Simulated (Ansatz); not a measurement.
**Cr under changes of volume**

One of the cells (14.066 Å³/atom); the others are scaled copies at fixed shape and fractional positions:

```
Cr
1.0
     2.71400    0.00000    0.00000
    -1.35700    2.35039    0.00000
     0.00000    0.00000    4.41000
Cr
2
Direct
  0.66667 0.33333 0.75000
  0.33333 0.66667 0.25000
```

This isn't the form of Cr at room conditions, which is bcc.

```yaml
Program: Ansatz 0.2.0
Functional: PBEsol
Potentials_or_basis: all-electron LAPW, scalar-relativistic
Cutoff: 274 eV (chosen from the basis error)
Basis_error_allowed: 0.0005 eV/atom
k_mesh: 11 × 11 × 6
Occupations: fermi-dirac, width 0.05 eV
Spin: collinear spin, ferromagnetic start
Starting_moments: "[3.0, 3.0] μB"
```

```tsv
volume (Å³/atom)	energy over the lowest point (meV/atom)	moment (μB per cell)
13.222	0.00	0.78
13.503	48.03	1.26
13.784	99.34	1.49
14.066	?	?
14.347	209.81	2.05
14.628	254.98	0.00
14.910	287.51	0.00
```

Q: What does the run at 14.066 Å³/atom give?

A: Energy over the lowest point 154.13 meV/atom; moment 1.65 μB per cell.

Worked out: A Birch-Murnaghan fit of order 3 (a polynomial in V^(-2/3)) to the other rows has no minimum within the range. It gives 157.11 meV/atom at 14.066 Å³/atom, against the run's 154.13. Pressures are left out, since they don't match the slope of the energies. The moment follows no smooth curve through the other rows.

Energies are extrapolated to zero smearing.

Caveats: the starting moments weren't kept (some runs).
